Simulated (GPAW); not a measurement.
Input of a GPAW 26.7.0 run:

run.py

```python
from ase import Atoms
from ase.dft.bandgap import bandgap
from ase.io import write
from ase.units import Bohr, GPa
from gpaw import GPAW, PW
from gpaw.elf import elf_from_dft_calculation

atoms = Atoms(['Pt', 'Al', 'Al'],
              cell=[[0.0, 2.955, 2.955],
                    [2.955, 0.0, 2.955],
                    [2.955, 2.955, 0.0]],
              scaled_positions=[[0.0, 0.0, 0.0],
                                [0.75, 0.75, 0.75],
                                [0.25, 0.25, 0.25]],
              pbc=True)

calc = GPAW(mode=PW(600),
            xc='PBE',
            kpts={'size': (8, 8, 8), 'gamma': True},
            occupations={'name': 'fermi-dirac', 'width': 0.05},
            nbands=23,
            convergence={'density': 1e-05, 'energy': 1e-05},
            maxiter=150,
            txt='gpaw.txt')
atoms.calc = calc
energy = atoms.get_potential_energy()
forces = atoms.get_forces()
stress = atoms.get_stress()
calc.write('gs.gpw')
write('result.traj', atoms)
print(f'Energy: {energy:.6f} eV')
print('Forces (eV/A):')
print(forces.round(4))
print('Stress (GPa):', (stress / GPa).round(3))
print('Fermi level:', round(calc.get_fermi_level(), 4), 'eV')
print(f'Gap: {bandgap(calc)[0]:.4f} eV, direct: {bandgap(calc, direct=True)[0]:.4f} eV')

# fields on the real-space grid
write('density.cube', atoms, data=calc.get_pseudo_density() * Bohr**3)
write('potential.cube', atoms, data=calc.get_electrostatic_potential())
write('elf.cube', atoms, data=elf_from_dft_calculation(calc).data)
```

Potentials or basis: GPAW PAW data sets (gpaw-data 1.2.1), pw.

Launch:

```sh
$ OMP_NUM_THREADS=1 python run.py
```

Question: Estimate the band gap on the k mesh.

Answer: None (metal or under the smearing width).

Question: Estimate the pressure.

Answer: 2.9 GPa.

The run has no spin-orbit coupling, so splittings on Pt are missing.
